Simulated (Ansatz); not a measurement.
# CuO (P1) in Ansatz: a series of runs

Runs on CuO. Level: PBE. Tasks: single point.

Program: Ansatz 0.2.0. These are calculated values, not measurements. Logs are shortened: lines on timing, memory, paths and dates and some standing lists are left out, and cuts for length are marked.

## 1. The undisturbed crystal

The typed cell holds 4 atoms: a = 2.993 Å, b = 2.993 Å, c = 5.184 Å, α = 73.22°, β = 73.22°, γ = 60.00°.

The cell comes from a database or a generator and needn't be the stable form of this composition.

## 2. Single point, PBE (all O atoms moved 0.2 Å in one direction)

input.yaml reads:

```yaml
crystal:
  lattice:
    - [0.0, -2.11656, -2.11656]
    - [-2.11656, 0.0, -2.11656]
    - [2.11656, 2.11656, -4.23312]
  atoms:
    - { symbol: Cu, position: [0.50388754, 0.47698801, 0.4880064] }
    - { symbol: Cu, position: [0.00388754, 0.97698801, 0.9880064] }
    - { symbol: O, position: [0.74611246, 0.77301199, 0.7619936] }
    - { symbol: O, position: [0.24611246, 0.27301199, 0.2619936] }
kpoints:
  mp_grid: { grid: [10, 10, 6] }
scf:
  occupations: { method: fermi_dirac, width: 0.05 }
hamiltonian:
  xc: pbe
  pseudopotentials: { kind: all_electron, lapw: { basis_error: 0.001 } }
output:
  forces: true
  stress: true
  eigenvalues: true
  populations: true
```

Potentials or basis: all-electron LAPW, scalar-relativistic.

Launch:

```bash
$ ansatz run input.yaml --threads 2 --pin off --max-ram 6144MiB --backend cpu --events-out ev --progress --plain --runs-dir out
```

The program printed:

```text
Warning: RAYON_NUM_THREADS=2 ignored (pool sized by the plan → 2); use --threads N
Cu: projections on atomic orbitals take those of the free atom 1s2 2s2 2p6 3s2 3p6 3d10 4s1, of charge +0.00 (hamiltonian.pseudopotentials.projection_atoms)
O: projections on atomic orbitals take those of the free atom 1s2 2s2 2p4, of charge +0.00 (hamiltonian.pseudopotentials.projection_atoms)
LAPW: plane waves up to 10.828 Å⁻¹, error target 1.0e-3 eV per atom; small_component_spin mean_spin; O in spheres of 0.868 Å, 8 of its electrons in bands, Dirac shells []; Cu in spheres of 1.068 Å, 19 of its electrons in bands, Dirac shells [] (how accurate: hamiltonian.pseudopotentials.lapw.basis_error, Limitations)
Engine: ansatz 0.2.0, aarch64-unknown-linux-gnu
Pseudopotentials: kind: all_electron
Pseudopotential: Cu, LAPW, valence charge 19, lapw/all_electron/scalar/gaussian/Cu, Koelling and Harmon's equation, gaussian nucleus
Pseudopotential: O, LAPW, valence charge 8, lapw/all_electron/scalar/gaussian/O, Koelling and Harmon's equation, gaussian nucleus
Functional definition: PBE
  parameter kappa = 0.804
  parameter beta = 0.06672455060314922
  exchange = pbe_x(kappa = kappa, mu = beta*pi^2/3)
  correlation = pbe_c(beta = beta)
Crystal: 4 atoms, lattice volume = 37.927 Å³
Basis set: ecut = 446.7360009776033 eV, 821 PW (Γ), exchange–correlation at level 2
Bands: 33, of which v1, the nominal top of the filled ones, is band 27 counted from 1 (26 counted from 0)
Symmetry: 2 space group operations
Space group: P1 (ITA 1), of the structure as read, at distance tolerance 3.4e-5 Å
k-points: 304 of 600 (time reversal used)
Non-local potential: Cu, projectors of the file, none
Non-local potential: O, projectors of the file, none
Initial density: superposition of atomic densities (chi_scale 0.1, normalization cell, long waves kept (reshape's long-wave potential 0.00 eV rms))
Initial wavefunctions: plane waves of lowest kinetic energy (no species holds an atomic orbital)
Functional: x = pbe(κ = 0.804, μ = 0.2195149727645171), c = pbe(β = 0.06672455060314922)
iter 1 solved again at ethr=2.18e-2 eV; its pass at ethr=1.00e-1 eV (dr2=1.18e1 eV) is discarded
SCF iter   1: F=—  HF=-94167.296443 eV  |F-HF|=—  |Δ(HF+E_count)|=         —  Δρ=1.62e-1  dr2=1.18e1  ethr=2.18e-2  ⟨swp⟩=2.0  Hψ=64591  notcnv=0
preconditioner: auto → Kerker (q_TF=auto, 2.894 Å⁻¹)  [metal: Δε(μ)=0.001 eV  Ē_g=11.985 eV  σ=0.050 eV  W_gap=0.01  n_scr=16 (ndim 8)  ℏωp=35.2 eV  f_vac=0.000  D(μ)=6.66/eV (n_scr^D=110)]
SCF iter   2: F=—  HF=-94166.326643 eV  |F-HF|=—  |Δ(HF+E_count)|=   9.70e-1  Δρ=7.76e-2  dr2=1.99e0  ethr=2.18e-2  ⟨swp⟩=2.8  Hψ=30581  notcnv=0
SCF iter   3: F=—  HF=-94161.963742 eV  |F-HF|=—  |Δ(HF+E_count)|=    4.36e0  Δρ=4.45e-2  dr2=9.74e-1  ethr=3.68e-3  ⟨swp⟩=3.0  Hψ=32626  notcnv=0
SCF iter   4: F=—  HF=-94161.774658 eV  |F-HF|=—  |Δ(HF+E_count)|=         —  Δρ=1.65e-2  dr2=1.27e-1  ethr=1.80e-3  ⟨swp⟩=2.0  Hψ=30704  notcnv=0
the basis was enlarged: its passes take 422.3 KiB over the memory plan, 2 of 2 planned eigensolver slots
iter 5 solved again at ethr=3.74e-6 eV; its pass at ethr=2.35e-4 eV (dr2=2.02e-3 eV) is discarded
SCF iter   5: F=—  HF=-94161.763571 eV  |F-HF|=—  |Δ(HF+E_count)|=   1.11e-2  Δρ=4.16e-3  dr2=2.01e-3  ethr=3.74e-6  ⟨swp⟩=2.0  Hψ=50104  notcnv=0
SCF iter   6: F=—  HF=-94161.764917 eV  |F-HF|=—  |Δ(HF+E_count)|=   1.35e-3  Δρ=1.08e-3  dr2=5.20e-4  ethr=3.73e-6  ⟨swp⟩=3.0  Hψ=30683  notcnv=0
SCF iter   7: F=—  HF=-94161.764950 eV  |F-HF|=—  |Δ(HF+E_count)|=   3.28e-5  Δρ=2.89e-4  dr2=3.09e-5  ethr=9.63e-7  ⟨swp⟩=2.0  Hψ=29140  notcnv=0
SCF iter   8: F=—  HF=-94161.764953 eV  |F-HF|=—  |Δ(HF+E_count)|=   2.80e-6  Δρ=7.82e-5  dr2=2.18e-6  ethr=5.71e-8  ⟨swp⟩=2.3  Hψ=29229  notcnv=0
SCF iter   9: F=—  HF=-94161.764952 eV  |F-HF|=—  |Δ(HF+E_count)|=   4.41e-7  Δρ=5.04e-5  dr2=1.16e-6  ethr=4.04e-9  ⟨swp⟩=2.0  Hψ=29135  notcnv=0
SCF iter  10: F=-94161.764952 eV  HF=-94161.764952 eV  |F-HF|=1.04e-8  |Δ(HF+E_count)|=   1.52e-7  Δρ=1.01e-5  dr2=3.50e-8  ethr=2.14e-9  ⟨swp⟩=2.0  Hψ=29135  notcnv=0
SCF 1 converged in 10 iterations: F = -94161.764952 eV  dr2 = 3.50e-8
SCF converged after 10 iterations
Free energy (F): -94161.764952 eV
Harris-Foulkes:  -94161.764952 eV  (|F-HF|=1.04e-8)
Internal energy: -94161.738934 eV  (E = F + TS)
E sigma→0 (E₀):  -94161.751943 eV
Entropy (-TS):   -0.026018 eV (-6.504 meV/atom)
Fermi energy:    13.151858 eV
--- Per-component energies (eV) ---
  E_band       = -2763.848071
  E_kinetic    = 95706.374457
  E_xc         = -4144.831455
  E_electrostatic = -185723.281936  (all electrons and nuclei)
  E_smearing   = -0.026018  (= −TS)
  E_closure    = 0.000000  (closes the sum)
  E_atoms      = -94142.871920  (free atoms, spherical and without spin; not in F)
  Σ components = -94161.764952   (vs F -94161.764952, Δ=0.00e0)
  Basis errors (estimates in eV, not in F): energy 4.3e-4 per atom: plane waves 3.9e-4 (2.2e-4 summed), levels above the bands 1.4e-95, relativity 1.2e-7, radial functions 3.7e-5, core shells 7.5e-9; eigenvalues (radial functions only) 3.7e-6; not estimated: angular momenta, meshes, grids; target (lapw.basis_error) 1.0e-3; muffin-tin radii O 0.868 Å, Cu 1.068 Å
--- Forces (eV/Å), atoms counted from 1 ---
  atom   1  Cu    -0.21977258     0.31376514    -1.13532994
  atom   2  Cu    -0.21977258     0.31376514    -1.13532994
  atom   3  O      0.21977223    -0.31376485     1.13532621
  atom   4  O      0.21977223    -0.31376485     1.13532621
  max |Σ_I F_I| component: 7.46e-6 eV/Å
--- Stress (GPa, compression-positive) ---
        2.773029       0.219121      -0.672026
        0.219121       3.513214       1.021028
       -0.672026       1.021028      10.540917
  P = ⅓ Tr σ = 5.6091 GPa (56.091 kbar)
--- Band table (eV; the first three rows and the last of 304) ---
  k-point 0: bands = ["-493.3232", "-493.3232", "-99.0183", "-99.0171", "-56.4411", "-56.4339", "-56.3962", "-56.3856", "-56.3822", "-56.3795", "-6.5144", "-5.2493", "5.5908", "8.0740", "8.2444", "9.6207", "9.8977", "9.9350", "10.6714", "10.8713", "11.2549", "11.2891", "11.5178", "11.5908", "11.7116", "11.9836", "13.6823", "13.8440", "14.4921", "18.9881", "22.5554", "26.9562", "27.1622"]
  k-point 1: bands = ["-493.3232", "-493.3232", "-99.0182", "-99.0172", "-56.4405", "-56.4343", "-56.3955", "-56.3864", "-56.3820", "-56.3797", "-6.4413", "-5.3491", "5.8239", "8.1538", "8.3291", "9.2303", "9.6549", "9.9322", "10.6871", "10.8260", "11.2083", "11.2287", "11.2437", "11.6355", "11.9197", "12.2096", "13.6133", "13.7482", "15.0284", "18.8055", "22.8296", "27.2096", "27.4041"]
  k-point 2: bands = ["-493.3232", "-493.3232", "-99.0180", "-99.0174", "-56.4391", "-56.4355", "-56.3937", "-56.3883", "-56.3816", "-56.3802", "-6.2348", "-5.6080", "6.4709", "8.3872", "8.4011", "8.5793", "9.2095", "9.5046", "10.7673", "10.8433", "11.0825", "11.1235", "11.1491", "11.4576", "12.4543", "12.6437", "13.3840", "13.4828", "16.1273", "18.2228", "23.6924", "27.0233", "27.9344"]
  k-point 303: bands = ["-493.3232", "-493.3232", "-99.0169", "-99.0169", "-56.4450", "-56.4450", "-56.3940", "-56.3940", "-56.3839", "-56.3839", "-5.1996", "-5.1996", "6.5670", "6.5670", "7.9720", "7.9720", "8.6854", "8.6854", "10.8280", "10.8280", "11.3506", "11.3506", "11.5680", "11.5680", "12.4226", "12.4226", "12.7156", "12.7156", "20.2224", "20.2224", "22.7765", "22.7765", "24.7762"]
--- Löwdin populations: 4 sites ---
  site symbol       q [e]
     0     Cu     27.9410
     1     Cu     27.9410
     2      O      8.9419
     3      O      8.9419
  spilling = 0.003164 (of n_electrons = 74.000000)
```

Run time: 3 min. Hardware: 2 threads of Arm Neoverse V1, shared host; peak memory 1.3 GiB.

What came out:

* Free energy: -94161.7650 eV
* Pressure: 5.6 GPa
* Largest force: 1.198 eV/Å
* Band gap on the k mesh: none (metal or under the smearing width)
* Loewdin charges: Cu +1.06; O -0.94 e

Forces in eV/Å, atoms in the order of the input:
```
Cu  -0.220  0.314 -1.135
Cu  -0.220  0.314 -1.135
O    0.220 -0.314  1.135
O    0.220 -0.314  1.135
```

Levels at points of the mesh, in eV from the Fermi level:
| k point | band 23 | band 24 | band 25 | band 26 | band 27 | band 28 | band 29 | band 30 | band 31 | band 32 |
| --- | --- | --- | --- | --- | --- | --- | --- | --- | --- | --- |
| (0.00, 0.00, 0.00) | -1.63 | -1.56 | -1.44 | -1.17 | 0.53 | 0.69 | 1.34 | 5.84 | 9.40 | 13.80 |
| (0.00, 0.00, -0.50) | -1.88 | -1.88 | -0.17 | -0.17 | -0.05 | -0.05 | 4.12 | 4.12 | 11.98 | 11.98 |
| (0.00, -0.50, 0.00) | -1.50 | -1.50 | -0.61 | -0.61 | -0.29 | -0.29 | 7.11 | 7.11 | 9.45 | 9.45 |
| (0.00, -0.50, -0.50) | -1.66 | -1.63 | -1.47 | -1.41 | 0.69 | 0.74 | 5.51 | 5.79 | 9.39 | 10.57 |
| (-0.50, 0.00, 0.00) | -1.57 | -1.57 | -0.74 | -0.74 | -0.28 | -0.28 | 7.10 | 7.10 | 9.51 | 9.51 |
| (-0.50, 0.00, -0.50) | -1.66 | -1.65 | -1.47 | -1.47 | 0.46 | 0.60 | 5.50 | 5.87 | 9.41 | 10.59 |
| (-0.50, -0.50, 0.00) | -1.69 | -1.69 | -1.55 | -1.45 | 0.50 | 0.66 | 5.45 | 5.85 | 9.40 | 10.82 |
| (-0.50, -0.50, -0.50) | -1.58 | -1.58 | -0.73 | -0.73 | -0.44 | -0.44 | 7.07 | 7.07 | 9.62 | 9.62 |

Caveat: the atomic charges don't sum to the cell's charge; the run has no spin polarisation, though such a crystal can be magnetic; semilocal functionals often make such compounds metallic where correlation or magnetic order opens a gap, which also shifts bond lengths; forces of over 1 eV/Å show positions far from the minimum, so gaps and moduli don't describe the material at rest.

## 3. Single point, PBE (atoms moved at random, drawn with an rms of 0.05 Å)

input.yaml reads:

```yaml
crystal:
  lattice:
    - [0.0, -2.11656, -2.11656]
    - [-2.11656, 0.0, -2.11656]
    - [2.11656, 2.11656, -4.23312]
  atoms:
    - { symbol: Cu, position: [0.505352, 0.476729, 0.490678] }
    - { symbol: Cu, position: [0.025538, 0.967382, 0.985054] }
    - { symbol: O, position: [0.746869, 0.772051, 0.760763] }
    - { symbol: O, position: [0.267686, 0.270683, 0.260642] }
kpoints:
  mp_grid: { grid: [10, 10, 6] }
scf:
  occupations: { method: fermi_dirac, width: 0.05 }
hamiltonian:
  xc: pbe
  pseudopotentials: { kind: all_electron, lapw: { basis_error: 0.001 } }
output:
  forces: true
  stress: true
  eigenvalues: true
  populations: true
```

Potentials or basis: all-electron LAPW, scalar-relativistic.

Launch:

```bash
$ ansatz run input.yaml --threads 2 --pin off --max-ram 6144MiB --backend cpu --events-out ev --progress --plain --runs-dir out
```

The program printed:

```text
Warning: RAYON_NUM_THREADS=2 ignored (pool sized by the plan → 2); use --threads N
Cu: projections on atomic orbitals take those of the free atom 1s2 2s2 2p6 3s2 3p6 3d10 4s1, of charge +0.00 (hamiltonian.pseudopotentials.projection_atoms)
O: projections on atomic orbitals take those of the free atom 1s2 2s2 2p4, of charge +0.00 (hamiltonian.pseudopotentials.projection_atoms)
LAPW: plane waves up to 10.962 Å⁻¹, error target 1.0e-3 eV per atom; small_component_spin mean_spin; O in spheres of 0.857 Å, 8 of its electrons in bands, Dirac shells []; Cu in spheres of 1.056 Å, 19 of its electrons in bands, Dirac shells [] (how accurate: hamiltonian.pseudopotentials.lapw.basis_error, Limitations)
[... 3 set-up lines as earlier in the session ...]
[... 66 lines left out ...]
  k-point 1: bands = ["-493.3628", "-493.2806", "-99.0251", "-99.0169", "-56.4833", "-56.4316", "-56.4039", "-56.3969", "-56.3748", "-56.3480", "-6.4507", "-5.3499", "5.8156", "8.1416", "8.3310", "9.2098", "9.6496", "9.9317", "10.6819", "10.8191", "11.1794", "11.2305", "11.2626", "11.6320", "11.9384", "12.2241", "13.5971", "13.7367", "15.0324", "18.8150", "22.8279", "27.2320", "27.4226"]
  k-point 2: bands = ["-493.3628", "-493.2806", "-99.0251", "-99.0169", "-56.4832", "-56.4315", "-56.4026", "-56.3984", "-56.3748", "-56.3481", "-6.2474", "-5.6055", "6.4590", "8.3130", "8.4349", "8.5808", "9.2238", "9.5196", "10.7587", "10.8339", "11.0653", "11.1223", "11.1509", "11.4563", "12.4599", "12.6497", "13.3796", "13.4783", "16.1255", "18.2242", "23.6985", "27.0289", "27.9482"]
  k-point 303: bands = ["-493.3628", "-493.2806", "-99.0243", "-99.0161", "-56.4903", "-56.4372", "-56.4035", "-56.4017", "-56.3820", "-56.3510", "-5.2764", "-5.1343", "6.4570", "6.6700", "7.9083", "8.0029", "8.5958", "8.7767", "10.7696", "10.8740", "11.3351", "11.3514", "11.5683", "11.5820", "12.3741", "12.4707", "12.7090", "12.7380", "20.1406", "20.2870", "22.5733", "22.9833", "24.6956"]
--- Löwdin populations: 4 sites ---
  site symbol       q [e]
     0     Cu     27.9409
     1     Cu     27.9410
     2      O      8.9454
     3      O      8.9383
  spilling = 0.003168 (of n_electrons = 74.000000)
```

Run time: 3.9 min. Hardware: 2 threads of Arm Neoverse V1, shared host; peak memory 1.3 GiB.

Results:

```yaml
Free_energy: -94161.7523 eV
Pressure: 5.9 GPa
Largest_force: 1.261 eV/Å
Band_gap_on_the_k_mesh: none (metal or under the smearing width)
Loewdin_charges: Cu +1.06; O -0.95, -0.94 e
```

Forces in eV/Å, atoms in the order of the input:
```
Cu  -0.346  0.079 -1.210
Cu  -0.180  0.580 -1.078
O    0.228 -0.310  1.131
O    0.299 -0.349  1.157
```

Stress tensor (GPa, compression positive):
```
 2.99  0.26 -0.84
 0.26  3.96  1.03
-0.84  1.03 10.76
```

Caveat: the atomic charges don't sum to the cell's charge; the run has no spin polarisation, though such a crystal can be magnetic; semilocal functionals often make such compounds metallic where correlation or magnetic order opens a gap, which also shifts bond lengths.
